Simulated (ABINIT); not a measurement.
Crystal: Au.

```
Au
1.0
     0.00000    2.03500    2.03500
     2.03500    0.00000    2.03500
     2.03500    2.03500    0.00000
Au
1
Direct
  0.00000 0.00000 0.00000
```

Base run:

* Program: ABINIT 10.8.3 (patched build)
* Functional: PBE
* Potentials or basis: PseudoDojo NC SR PBE v0.5 stringent
* Cutoff: 1034 eV
* k mesh: 11 × 11 × 11
* Occupations: fermi-dirac, width 0.05 eV
* Spin: no spin polarisation

Its results: band gap on the k mesh none (metal or under the smearing width); pressure 10.3 GPa.

**Question.** After a change of settings the same cell gave: band gap on the k mesh none (metal or under the smearing width); pressure 10.9 GPa. Which change was it?
A. functional from PBE to BLYP; potentials or basis from PseudoDojo NC SR PBE v0.5 stringent to PseudoDojo NC SR PBE v0.4.1 standard
B. functional from PBE to BP86; potentials or basis from PseudoDojo NC SR PBE v0.5 stringent to JTH PAW PBE v2.0; cutoff from 1034 eV to 680 eV; valence electrons from 19 to 11
C. potentials or basis from PseudoDojo NC SR PBE v0.5 stringent to SPMS NC PBE v1.0; cutoff from 1034 eV to 816 eV
D. functional from PBE to r2SCAN; potentials or basis from PseudoDojo NC SR PBE v0.5 stringent to SPMS NC PBE v1.0; cutoff from 1034 eV to 980 eV

**Answer.** C.

Caveats: spin-orbit coupling is left out, which moves the levels of the heavy elements.
